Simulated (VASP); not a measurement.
Set up this calculation in VASP 6.6.1, as the native input.

```yaml
Task: band structure
Functional: PBEsol
Potentials_or_basis: VASP PAW PBE potentials, release 64 (In_d, Se)
Cutoff: 400 eV
k_mesh: 12 × 12 × 2
Occupations: gaussian, width 0.02 eV
Spin: no spin polarisation
Further_INCAR_settings: ALGO = Normal; EDIFF = 1e-06
```

The structure of InSe lies in POSCAR:

```
InSe
1.0
    4.0500000000      0.0000000000      0.0000000000
   -2.0250000000      3.5074028853      0.0000000000
    0.0000000000      0.0000000000     16.9300000000
In Se
4 4
Direct
    0.3333333333      0.6666666667      0.1570000000
    0.6666666667      0.3333333333      0.6570000000
    0.3333333333      0.6666666667      0.3430000000
    0.6666666667      0.3333333333      0.8430000000
    0.3333333333      0.6666666667      0.6020000000
    0.6666666667      0.3333333333      0.1020000000
    0.3333333333      0.6666666667      0.8980000000
    0.6666666667      0.3333333333      0.3980000000
```

One way to write it, as run:

INCAR

```
PREC     = Accurate       # precision mode
ENCUT    = 400            # plane-wave cutoff, eV
EDIFF    = 1E-6           # SCF threshold, eV
ISMEAR   = 0              # smearing method
SIGMA    = 0.02           # smearing width, eV
LREAL    = False          # projectors in reciprocal space
LASPH    = True           # aspherical terms in the spheres
NELM     = 100            # most SCF steps
ALGO     = Normal         # electronic algorithm
ISIF     = 2              # what is computed and relaxed
LWAVE    = False          # write WAVECAR
LCHARG   = False          # write CHGCAR
GGA      = PS             # functional
```

KPOINTS

```
regular mesh
0
Gamma
  12 12 2
```

KPOINTS_OPT

```
path GMKGALHA,LM,KH
15
line-mode
reciprocal
 0.0000000000  0.0000000000  0.0000000000  G
 0.5000000000  0.0000000000  0.0000000000  M

 0.5000000000  0.0000000000  0.0000000000  M
 0.3333333333  0.3333333333  0.0000000000  K

 0.3333333333  0.3333333333  0.0000000000  K
 0.0000000000  0.0000000000  0.0000000000  G

 0.0000000000  0.0000000000  0.0000000000  G
 0.0000000000  0.0000000000  0.5000000000  A

 0.0000000000  0.0000000000  0.5000000000  A
 0.5000000000  0.0000000000  0.5000000000  L

 0.5000000000  0.0000000000  0.5000000000  L
 0.3333333333  0.3333333333  0.5000000000  H

 0.3333333333  0.3333333333  0.5000000000  H
 0.0000000000  0.0000000000  0.5000000000  A

 0.5000000000  0.0000000000  0.5000000000  L
 0.5000000000  0.0000000000  0.0000000000  M

 0.3333333333  0.3333333333  0.0000000000  K
 0.3333333333  0.3333333333  0.5000000000  H
```

Potentials or basis: VASP PAW PBE potentials, release 64 (In_d, Se).

Launch:

```console
$ cat potpaw_PBE.64/In_d/POTCAR potpaw_PBE.64/Se/POTCAR > POTCAR
$ mpirun -np 1 vasp_std > vasp.out
```

It gave:

| Property | Result |
| --- | --- |
| Pressure | 5.1 GPa |
| Largest force | 2.764 eV/Å |
| Band gap along the path | none (metal or under the smearing width) |

Caveat: the PAW data sets were made with another functional, which shifts forces and pressure a little; spin-orbit coupling is left out, which moves the levels of the heavy elements; this functional lacks dispersion, which binds the layers, so the pressure and a relaxed spacing across them are unreliable.

Run time: 16 min on 1 thread of Intel(R) Xeon(R) Platinum 8488C (Sapphire Rapids), with other jobs on the host, peak memory 0.54 GiB.
